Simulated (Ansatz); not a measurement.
Consider the following.

```
BaSnO3
1.0
    4.13132     0.00000     0.00000
    0.00000     4.13132     0.00000
    0.00000     0.00000     4.13132
Ba Sn O
1 1 3
Direct
  0.00000   0.00000   0.00000
  0.50000   0.50000   0.50000
  0.00000   0.50000   0.50000
  0.50000   0.50000   0.00000
  0.50000   0.00000   0.50000
```

No spin polarisation.

0.705 electrons added to each cell, a density of 1.0×10^22 cm⁻³, with a uniform compensating background at fixed cell and a 300 K Fermi–Dirac width.

Method: plane-wave PAW DFT at the r2SCAN level (Ansatz, an electronic-structure program, 500 eV), no spin-orbit coupling. Γ-centred 11×11×11 mesh, Fermi–Dirac width 0.0259 eV.

Question: Predict the gap character and gap between the host's bands.

Answer: 
- Gap character: indirect, R → Γ
- Gap between the host's bands: 1.84 eV

Carriers are added with a uniform compensating background; total energy and stress of such cells depend on the potential's zero and are not compared; many-body gap narrowing is missing at this level. No phonon test of stability was made. The cell was made from BaSnO$_{3}$ in the cubic perovskite structure (space group Pm-3m, No. 221) by this change: electrons 1.0×10^22 cm⁻³.
